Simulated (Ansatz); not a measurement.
Set up this calculation in Ansatz 0.2.0, as the native input.

- Task: band structure
- Functional: r2SCAN
- Potentials or basis: Ansatz PAW
- Cutoff: 500 eV (not typed: the program's choice for these potentials)
- k mesh: 6 × 6 × 6
- Occupations: fermi-dirac, width 0.05 eV
- Spin: no spin polarisation
- Path: [["G", "L", "B1"], ["B", "Z", "G", "X"], ["Q", "F", "P1", "Z"], ["L", "P"]]
- Points for each segment of the path: 10

Crystal: In2O3.

```
CELL_PARAMETERS angstrom
2.74350 1.58396 4.83667
-2.74350 1.58396 4.83667
0.00000 -3.16792 4.83667
ATOMIC_POSITIONS crystal
In 0.85731 0.85731 0.85731
In 0.64269 0.64269 0.64269
In 0.14269 0.14269 0.14269
In 0.35731 0.35731 0.35731
O 0.04800 0.75000 0.45200
O 0.75000 0.45200 0.04800
O 0.45200 0.04800 0.75000
O 0.95200 0.25000 0.54800
O 0.25000 0.54800 0.95200
O 0.54800 0.95200 0.25000
```

The input as run:

input.yaml

```yaml
crystal:
  lattice:
    - [2.7435, 1.5839604635, 4.8366666667]
    - [-2.7435, 1.5839604635, 4.8366666667]
    - [0.0, -3.167920927, 4.8366666667]
  atoms:
    - { symbol: In, position: [0.85731, 0.85731, 0.85731] }
    - { symbol: In, position: [0.64269, 0.64269, 0.64269] }
    - { symbol: In, position: [0.14269, 0.14269, 0.14269] }
    - { symbol: In, position: [0.35731, 0.35731, 0.35731] }
    - { symbol: O, position: [0.048, 0.75, 0.452] }
    - { symbol: O, position: [0.75, 0.452, 0.048] }
    - { symbol: O, position: [0.452, 0.048, 0.75] }
    - { symbol: O, position: [0.952, 0.25, 0.548] }
    - { symbol: O, position: [0.25, 0.548, 0.952] }
    - { symbol: O, position: [0.548, 0.952, 0.25] }
hamiltonian:
  xc: r2scan
  pseudopotentials: { kind: paw }
kpoints:
  mp_grid: { grid: [6, 6, 6] }
  band_path:
    path:
      - [[0.0, 0.0, 0.0], [0.5, 0.0, 0.0], [0.5, 0.2381665116, -0.2381665116]]
      - [[0.7618334884, 0.5, 0.2381665116], [0.5, 0.5, 0.5], [0.0, 0.0, 0.0], [0.3690832558, 0.0, -0.3690832558]]
      - [[0.6309167442, 0.3690832558, 0.0], [0.5, 0.5, 0.0], [0.6309167442, 0.6309167442, 0.2381665116], [0.5, 0.5, 0.5]]
      - [[0.5, 0.0, 0.0], [0.7618334884, 0.3690832558, 0.3690832558]]
    npoints: 10
scf:
  occupations: { method: fermi_dirac, width: 0.05 }
  n_extra_bands: 25
output:
  forces: true
  stress: true
  eigenvalues: true
  fatbands: false
```

Potentials or basis: Ansatz PAW.

Run with:

```bash
$ ansatz run input.yaml --threads 4 --pin off --max-ram 11264MiB --backend cpu --events-out ev --progress --plain --runs-dir out
```

It gave:

The pressure is 2.1 GPa. The largest force is 0.131 eV/Å, the band gap on the k mesh is 1.89 eV, indirect (least direct gap 1.91 eV) and the band gap along the path is 1.88 eV, indirect (least direct gap 1.91 eV).

Caveat: spin-orbit coupling is left out, which moves the levels of the heavy elements; the PAW data sets come from PBE, with cores solved anew for the run's functional, which leaves a small shift of forces and pressure.

It took 13 s on 4 threads of Intel(R) Xeon(R) Platinum 8375C CPU @ 2.90GHz (Ice Lake), on a shared host, peak memory 1.1 GiB.
